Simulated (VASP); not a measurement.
# Nb: single point with PBEsol

Nb:

```
Nb
1.0
     0.00000    2.10053    2.10053
     2.13226    0.00000    2.10053
     2.13226    2.10053    0.00000
Nb
1
Direct
  0.00000 0.00000 0.00000
```

The cell isn't the ideal one: strained and moved within a subgroup.

```json
{
  "Program": "VASP 6.6.1",
  "Task": "single point",
  "Functional": "PBEsol",
  "Potentials or basis": "VASP PAW PBE potentials, release 64 (Nb_sv)",
  "Cutoff": "520 eV",
  "k mesh": "16 × 16 × 16",
  "Occupations": "gaussian, width 0.1 eV",
  "Spin": "no spin polarisation",
  "Dipole correction": "no",
  "Further INCAR settings": "ALGO = Fast; EDIFF = 1e-07; NBANDS = 12"
}
```

```
Pressure               : -6.3 GPa
Band gap on the k mesh : none (metal or under the smearing width)
```

Stress tensor (GPa, compression positive):
```
-3.55  0.00  0.00
 0.00 -7.71  0.00
 0.00  0.00 -7.71
```

Levels at points of the mesh, in eV from the Fermi level:
```tsv
k point	band 4	band 5	band 6	band 7	band 8	band 9
(0.00, 0.00, 0.00)	-30.10	-6.23	0.00	0.18	0.18	2.58
(0.50, 0.00, 0.00)	-30.24	-3.83	-0.17	0.02	1.37	4.62
(0.50, 0.50, 0.00)	-30.51	-4.05	-3.31	3.66	4.64	5.16
(0.00, 0.50, 0.50)	-30.50	-4.04	-3.28	3.39	4.66	5.24
```

It took 52 s on 1 thread of Intel(R) Xeon(R) 6975P-C (Granite Rapids), with other jobs on the host, peak memory 0.19 GiB.

Caveat: the PAW data sets were made with another functional, which shifts forces and pressure a little.
